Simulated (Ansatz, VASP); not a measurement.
# One calculation of Ga, two programs

```
Ga
1.0
    -1.68836    1.68836    1.68836
     1.68836   -1.68836    1.68836
     1.68836    1.68836   -1.68836
Ga
1
Cartesian
  0.0000 0.0000 0.0000
```

Alike in both runs: functional PBE; k mesh 16 × 16 × 16; occupations gaussian, width 0.1 eV; no spin polarisation.

Ansatz relaxed the structure, and its values are those at the end. VASP's run is a single point on that final structure, the one shown.

|  | VASP | Ansatz |
| --- | --- | --- |
| version | VASP 6.6.1 | Ansatz 0.2.0 |
| potentials or method | VASP PAW PBE potentials, release 64 (Ga_d) | scalar-relativistic, plane waves, PAW |
| plane-wave cutoff (eV) | 520 | 420 |
| valence electrons in the cell | 13 | 13 |

|  | VASP | Ansatz | Ansatz less VASP |
| --- | --- | --- | --- |
| gap on the k mesh at the Fermi level (eV) | none | none | - |
| pressure (GPa) | 0.0 | 0.0 | -0.06 |

A gap of «none» marks a metal or a gap that the smearing closes. The functional is the same, so the differences come from potentials, cutoffs and numerics.
